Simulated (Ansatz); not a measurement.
Pressure coefficients of BaTe

```
CELL_PARAMETERS angstrom
0.00000 3.41000 3.41000
3.41000 0.00000 3.41000
3.41000 3.41000 0.00000
ATOMIC_POSITIONS crystal
Ba 0.00000 0.00000 0.00000
Te 0.50000 0.50000 0.50000
```

The cell is COD entry 1010423, as deposited and not checked against the literature; nothing was relaxed. It is an old determination, and later ones may differ.

No spin–orbit coupling, which matters for the heavy atoms here.

Theory: DFT, PBE, all-electron LAPW, scalar-relativistic in Ansatz 0.2.0.

Settings: a Γ-centred 10×10×10 k mesh, Fermi–Dirac smearing of 0.05 eV, basis error target 0.25 meV/atom, no spin polarisation.

The cell is scaled evenly with fractional coordinates held. Semilocal gaps are too small, but their slopes carry over better.

```csv
V/V(cell),P (GPa),gap on the k mesh (eV)
0.9750,4.99,1.365
1.0000,3.81,1.428
1.0250,2.77,1.486
1.0500,1.84,1.540
```

(1) From the rows at 0.9750 and 1.0250, what is the bulk modulus at the cell's volume?

(2) What are the gap's volume deformation potential and pressure coefficient?

(3) Predict the row at V/V(cell) = 0.9500. How far is a linear estimate of P off?

Results:

(1) B = −ΔP/Δln V = −[(2.77) − (4.99)]/0.05001 = 44.4 GPa. This is the modulus at 3.81 GPa, not at zero pressure.

(2) dEg/dln V = (1.486 − 1.365)/0.05001 = 2.42 eV, and dEg/dP = −(dEg/dln V)/B = -55 meV/GPa: pressure narrows the gap.

(3) P = 6.33 GPa, gap 1.296 eV. The linear estimate P(cell) − B ln(V/V(cell)) = 6.09 GPa misses by 0.24 GPa, since the modulus grows under compression.
